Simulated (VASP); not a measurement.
Crystal: Si.

```
Si
1.0
     4.12095    0.00000    0.00000
    -2.06047    3.56885    0.00000
     0.00000    0.00000    2.65479
Si
2
Direct
  0.33333 0.66667 0.50000
  0.66667 0.33333 0.50000
```

The cell was built by a generator and needn't be a form met in nature.

* Program: VASP 6.6.1
* Task: relaxation of cell and atoms
* Functional: PBE
* Dispersion: TS
* Potentials or basis: VASP PAW PBE potentials, release 64 (Si)
* Cutoff: 600 eV
* k mesh: 8 × 8 × 10
* Occupations: fermi-dirac, width 0.05 eV
* Spin: no spin polarisation

At the start: pressure -2.3 GPa; volume 19.52 Å³/atom.

Task: Where does the relaxation end?

Result: Over 4 steps the energy falls by 4.3 meV/atom and the volume is 18.96 Å³/atom (-2.9 %); space group P6/mmm (No. 191, to 0.05 Å).

The path:
| step | energy change (eV) | largest force (eV/Å) | pressure (GPa) | volume (Å³) |
| --- | --- | --- | --- | --- |
| 1 | 0.0000 | 0.0005 | -2.34 | 39.04 |
| 2 | -0.0068 | 0.0004 | 1.11 | 37.45 |
| 3 | -0.0086 | 0.0001 | -0.04 | 37.94 |
| 4 | -0.0086 | 0.0001 | 0.02 | 37.91 |

Final structure:
```cif
data_structure
_symmetry_space_group_name_H-M 'P 1'
_symmetry_Int_Tables_number 1
_cell_length_a 4.0876
_cell_length_b 4.0876
_cell_length_c 2.6201
_cell_angle_alpha 90.000
_cell_angle_beta 90.000
_cell_angle_gamma 119.999
_cell_volume 37.91
loop_
_atom_site_label
_atom_site_type_symbol
_atom_site_fract_x
_atom_site_fract_y
_atom_site_fract_z
_atom_site_occupancy
Si1 Si 0.33333 0.66667 0.50000 1
Si2 Si 0.66667 0.33333 0.50000 1
```

Caveat: atom-pairwise D2, TS and ULG terms overbind metals; pairwise dispersion overbinds metals, which lowers pressure and volume.
